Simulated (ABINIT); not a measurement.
HfC:

```
Hf C
1.0
     0.00000    2.32500    2.32500
     2.32500    0.00000    2.32500
     2.32500    2.32500    0.00000
Hf C
1 1
Direct
  0.50000 0.50000 0.50000
  0.00000 0.00000 0.00000
```

- Program: ABINIT 10.8.3 (patched build)
- Task: single point
- Functional: PBEsol
- Potentials or basis: PseudoDojo NC SR PBEsol v0.4.1 standard
- Cutoff: 1116 eV
- k mesh: 10 × 10 × 10
- Occupations: fermi-dirac, width 0.05 eV
- Spin: no spin polarisation

On this cell: pressure -6.2 GPa; largest force zero by symmetry; band gap on the k mesh none (metal or under the smearing width).

The same run follows on a disturbed copy (atoms moved at random, drawn with an rms of 0.05 Å):

```xyz
2
Lattice="0.0000 2.3250 2.3250 2.3250 0.0000 2.3250 2.3250 2.3250 0.0000" Properties=species:S:1:pos:R:3 pbc="T T T"
Hf    2.3174    2.2719    2.3181
C     0.0297   -0.0376    0.0215
```

Problem. What does the disturbed cell give?

Solution. The energy (extrapolated to zero smearing) moves by +4.6 meV/atom; pressure -6.0 GPa; largest force 0.361 eV/Å; band gap on the k mesh none (metal or under the smearing width).

Forces on the atoms (eV/Å):
```
Hf   0.272  0.114  0.208
C   -0.272 -0.114 -0.208
```

Stress tensor (GPa, compression positive):
```
-5.83 -0.09 -0.16
-0.09 -6.13 -0.07
-0.16 -0.07 -5.99
```
